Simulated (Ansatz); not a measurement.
Input and command of a plane-wave DFT calculation in Ansatz:

```yaml
crystal:
  lattice:
    - [2.7813912058, 0.0, 0.0]
    - [0.0, 4.6710700323, -0.0467107003]
    - [0.0, -0.0489340304, 4.8934030395]
  atoms:
    - { symbol: Ti, position: [0.0, 0.5, 0.1631682049] }
    - { symbol: Al, position: [0.5, 0.5, 0.664046524] }
    - { symbol: Al, position: [0.5, 0.0, 0.3331101826] }
    - { symbol: Al, position: [0.0, 0.0, 0.8396740885] }
basis:
  ecutwfc: 420
kpoints:
  mp_grid: { grid: [18, 10, 10] }
hamiltonian:
  xc: pbesol
scf:
  occupations: { method: gaussian, width: 0.15 }
output:
  forces: true
  stress: true
  eigenvalues: true
```

```bash
ansatz run input.yaml --threads 1 --pin off --max-ram 2560MiB --backend cpu --events-out ev --progress --plain --runs-dir out
```

Processor: Intel(R) Xeon(R) Platinum 8488C (Sapphire Rapids), 1 thread, on a host shared with other jobs.

**Question.** Estimate time, memory and problem size.

**Answer.** About 34 s on 1 thread of Intel(R) Xeon(R) Platinum 8488C (Sapphire Rapids), on a shared host, peak memory 0.8 GiB. It solves 15 bands at 520 k points (the mesh reduced by symmetry) with about 1237 plane waves, in 6 SCF iterations.
